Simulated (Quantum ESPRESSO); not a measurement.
TiSe:

```
Ti Se
1.0
     3.40340    0.00000    0.00000
     0.00000    3.40340    0.00000
     0.00000    0.00000    3.40340
Ti Se
1 1
Direct
  0.00000 0.00000 0.00000
  0.50000 0.50000 0.50000
```

The cell comes from a database or a generator and needn't be the stable form of this composition.

Alike in all runs: program Quantum ESPRESSO 7.5; functional PBEsol; potentials or basis GBRV 1.5 PBEsol; cutoff 612 eV; density cutoff 4898 eV; k mesh 6 × 6 × 6; occupations gaussian, width 0.05 eV; hubbard terms Ti d U = 7 eV.

Task: Only the start or the spin constraint differs. Which run ends lowest in energy?
A. collinear spin, ferromagnetic start of up to 2 μB; state fm; occupations crystal field
B. no spin polarisation; state nm; occupations crystal field
C. collinear spin, zero start; state nm spin; fixed moment 0; occupations crystal field

Result: A.

```csv
start,free energy over the lowest (meV/atom),net moment (μB),site or absolute moments (μB),gap
"collinear spin, ferromagnetic start of up to 2 μB; state fm; occupations crystal field",0.0,2.00,Ti +1.76; Se -0.03,0.19 eV
"collinear spin, zero start; state nm spin; fixed moment 0; occupations crystal field",802.4,0.00,-,-
no spin polarisation; state nm; occupations crystal field,787.5,-,-,-
```

Allowing spin polarisation gains 788 meV/atom. Runs with fixed or held moments lie higher by the price of the constraint. A still lower state may exist.

Caveats: the total moment is fixed, so each spin has its own Fermi level (some runs).
